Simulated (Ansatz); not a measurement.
## InSe (C2/m), generalised stacking fault

These are results of DFT r2SCAN, scalar-relativistic, plane waves, PAW in Ansatz 0.2.0, not measurements. The runs took a 500 eV cutoff, a Γ-centred 5×7×3 mesh and Gaussian smearing (0.05 eV). No spin polarisation. Energies are free energies at this smearing, counted from the undisturbed cell; pressure is positive in compression.

The undisturbed cell (relaxed at this level; this form isn't the usual structure):

```
In Se
1.0
     1.64238    0.00000   -4.80226
     0.00000    4.10110    0.00000
     9.98835    0.00000    4.64855
In Se
4 4
Direct
  0.84034 0.00000 0.38817
  0.34034 0.50000 0.88817
  0.15966 0.00000 0.61183
  0.65966 0.50000 0.11183
  0.99329 0.00000 0.16184
  0.49329 0.50000 0.66184
  0.00671 0.00000 0.83816
  0.50671 0.50000 0.33816
```

The cell holds layers and no dispersion correction was added, so their binding is poorly described.

The cut lies on the cell's a–b face, a (1 0 0) plane (indices in the standard cell, whose axes needn't be the Cartesian ones shown) of area 20.81 Å², between layers 2.45 Å apart. Vector c is tilted by f times 0·a + 1·b (length 4.101 Å) with the atoms' Cartesian places fixed: one unrelaxed fault a cell.

| f | γ (mJ/m²) | shear traction, the slope of γ along the slip (GPa) | gap on the mesh (eV) |
| --- | --- | --- | --- |
| 0.0000 | 0 | 0.0 | 1.66 |
| 0.1000 | 30 | 1.5 | 1.63 |
| 0.2000 | 134 | 3.6 | 1.47 |
| 0.3000 | ? | 5.9 | ? |
| 0.4000 | 597 | 6.7 | 0.40 |
| 0.5000 | 784 | -0.4 | 0.06 |

By symmetry 0.6000 repeats 0.4000, 0.8000 repeats 0.2000, 0.7000 repeats 0.3000, 0.9000 repeats 0.1000 in energy, with the opposite slope along the path.

Problem. Give the withheld values.

Solution. γ (mJ/m²) at f = 0.3000: 330; gap on the mesh (eV) at f = 0.3000: 0.95.

Cost: 6 runs of about 12 core-minutes in all, on Intel Xeon Platinum 8259CL (Skylake/Cascade Lake) (shared hosts).